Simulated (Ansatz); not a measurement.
# Varying the input for Ge

The reference input for Ansatz (plane-wave DFT with PAW):

```yaml
crystal:
  lattice:
    - [1.488052925, -2.59468961, 0.0]
    - [1.488052925, 2.59468961, 0.0]
    - [0.0, 0.0, 4.72759579]
  atoms:
    - { symbol: Ge, position: [0.66655337, 0.33344663, 0.25] }
    - { symbol: Ge, position: [0.33344663, 0.66655337, 0.75] }
basis:
  ecutwfc: 420
kpoints:
  mp_grid: { grid: [6, 6, 4] }
hamiltonian:
  xc: pbe
scf:
  occupations: { method: gaussian, width: 0.1 }
output:
  forces: true
  stress: true
  eigenvalues: true
```

Command:

```bash
ansatz run input.yaml --threads 1 --pin off --max-ram 1331MiB --backend cpu --events-out ev --progress --plain --runs-dir out
```

The run converges in 6 SCF iterations on 39 irreducible k-points: pressure 3.20 GPa, no gap.

The inputs are trials, many of them unsound on purpose. Their numbers show the effect of the settings and aren't properties of the material. Each trial's input is given as a difference from the reference's; energies are extrapolated to zero smearing where there is one, and pressure is positive in compression. Charged cells sit in a uniform background, and their pressures hang on that convention.

Trial 1:

```diff
 scf:
-  occupations: { method: gaussian, width: 0.1 }
+  occupations: { method: methfessel_paxton, width: 0.036 }
+  max_iter: 300
```

The run converges in 5 SCF iterations on 39 irreducible k-points: energy 0.82 meV per atom above the reference, pressure 3.19 GPa, largest force 0.005 eV/Å, no gap.

Trial 2:

```diff
 hamiltonian:
-  xc: pbe
+  xc: lda
 scf:
-  occupations: { method: gaussian, width: 0.1 }
+  occupations: { method: tetrahedron_uncorrected }
```

The run converges in 6 SCF iterations on 39 irreducible k-points: pressure 1.71 GPa, largest force 0.004 eV/Å, no gap. It warns that the printed bands weren't solved further after the SCF.

Trial 3:

```diff
 crystal:
   atoms:
-    - { symbol: Ge, position: [0.33344663, 0.66655337, 0.75] }
+    - { symbol: Ge, position: [0.33344663, 0.66655337, 0.75], spin: -5.0 }
 scf:
-  occupations: { method: gaussian, width: 0.1 }
+  occupations: { method: cold, width: 0.033 }
+  self_checks: high
 output:
+  populations: true
+magnetization:
+  spin_polarized: true
```

The run converges in 19 SCF iterations on 39 irreducible k-points: energy 0.77 meV per atom above the reference, pressure 3.19 GPa, largest force 0.004 eV/Å, no gap, cell moment -0.05 μB. It warns that the starting moments were lost; that the state wasn't tested for a lower one.

Trial 4:

```diff
 kpoints:
-  mp_grid: { grid: [6, 6, 4] }
+  mp_grid: { grid: [7, 6, 1] }
 scf:
+  mixing: { algorithm: broyden, globalisation: backtrack }
+  initial_density: { chi_scale: 0, normalization: atom }
+  max_iter: 66
```

The run converges in 6 SCF iterations on 22 irreducible k-points: energy 190 meV per atom above the reference, pressure 5.93 GPa, largest force 0.098 eV/Å, no gap. It warns that the mesh lowers the symmetry.

Trial 5:

```diff
 hamiltonian:
-  xc: pbe
+  xc: lda
 scf:
-  occupations: { method: gaussian, width: 0.1 }
+  occupations: { method: cold, width: 0.054 }
+  n_extra_bands: 2
+  mixing: { algorithm: broyden, beta: 0.35, ndim: 3, preconditioner: ldos }
+  initial_density: { chi_scale: 0, normalization: atom }
+  max_iter: 54
```

The run converges in 8 SCF iterations on 39 irreducible k-points: pressure -2.38 GPa, largest force 0.005 eV/Å, no gap.

Trial 6:

```diff
 basis:
-  ecutwfc: 420
+  ecutwfc: "13 Ha"
```

The run converges in 6 SCF iterations on 39 irreducible k-points: energy 6.32 meV per atom above the reference, pressure 3.16 GPa, no gap. It warns that the cutoff lies under the recommended one, 420 eV for these potentials.

Trial 7:

```diff
+total_charge: -0.5
 basis:
-  ecutwfc: 420
+  ecutwfc: 330
 scf:
-  occupations: { method: gaussian, width: 0.1 }
+  occupations: { method: fermi_dirac }
+  max_iter: 68
+magnetization:
+  magnetic_field: [0, 0, 5]
```

The program refuses the input:

```text
Error: inconsistent input (magnetization.spin_polarized): false but per-atom `spin:`, `per_species`, `initial_magnetization`, `magnetic_field`, or `spin_locking` is set
```

Next try, with these keys changed back:

```diff
-magnetization:
-  magnetic_field: [0, 0, 5]
```

The run converges in 6 SCF iterations on 39 irreducible k-points: pressure 0.56 GPa (with the neutralising background of the charged cell), largest force 0.013 eV/Å, no gap. It warns that the cutoff lies under the recommended one, 420 eV for these potentials.